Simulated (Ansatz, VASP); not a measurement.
# CdTe: VASP beside Ansatz

```
CELL_PARAMETERS angstrom
3.11259 3.11259 0.00000
-3.11259 3.11259 0.00000
0.00000 3.11259 3.11259
ATOMIC_POSITIONS crystal
Cd 0.00000 0.00000 0.00000
Te 0.75000 0.25000 0.50000
```

Alike in both runs: functional PBEsol; k mesh 6 × 6 × 6; no spin polarisation.

Ansatz relaxed the structure, and its values are those at the end. VASP's run is a single point on that final structure, the one shown.

```csv
,VASP,Ansatz
version,VASP 6.6.1,Ansatz 0.2.0
potentials or method,"VASP PAW PBE potentials, release 64 (Cd, Te)","PAW with Ansatz's default frozen-core files, scalar-relativistic"
plane-wave cutoff (eV),520,420
occupations,"gaussian, width 0.01 eV",fixed
valence electrons in the cell,18,36
```

```tsv
	VASP	Ansatz	Ansatz less VASP
pressure (GPa)	7.2	7.0	-0.27
```

The two sets of potentials don't hold the same shells in valence.

Caveats: the PAW data sets were made with another functional, which shifts forces and pressure a little (VASP).
